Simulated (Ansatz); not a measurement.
Runs of Ansatz 0.2.0 on CdS (Hawleyite). The structure is cubic, space group F-43m (No. 216). The conventional cell has a = 5.833 Å, b = 5.833 Å, c = 5.833 Å, α = 90.00°, β = 90.00°, γ = 90.00°. Around Cd (site symmetry -43m) lie 4 S at 2.53 Å. S (site symmetry -43m) is surrounded by 4 Cd at 2.53 Å. 

```tsv
task	level	potentials or basis	spin	cell	k mesh	cutoff (eV)	smearing	driver	gap on the mesh (eV)	pressure (GPa)	largest force (eV/Å)
single point	PBE+D3(BJ)	Ansatz PAW accurate	off	cell strained at random at fixed volume	6 × 6 × 6	620	gaussian 0.01 eV	calculator	1.10	0.7	0.24
single point	rPW86-PBE+rVV10	Ansatz PAW	off	atoms moved at random, drawn with an rms of 0.05 Å	6 × 6 × 6	420	fixed	calculator	0.90	3.2	0.20
single point	SVWN5	PseudoDojo LDA	off	as given	8 × 8 × 8	1388	gaussian 0.1 eV	chain	0.86	-2.5	-
atomic charges	PBEsol+D4	PseudoDojo PBEsol stringent	non-collinear, ferromagnetic start, SOC	as given	8 × 8 × 8	1633	methfessel-paxton 0.05 eV	chain	(a)	-1.4	-
single point	SVWN5	PseudoDojo standard (LDA files)	off	as given	8 × 8 × 8	1388	gaussian 0.1 eV	-	0.86	-2.5	-
```

Task: Estimate the missing entries.

Result: (a) 0.99.

Caveats: the potentials were made for another functional, which shifts forces and pressure (some runs); the starting moments weren't kept (some runs); the thresholds are loose for stress (some runs).

A k mesh can miss the band edges, and rows without SOC leave out spin-orbit coupling on Cd.
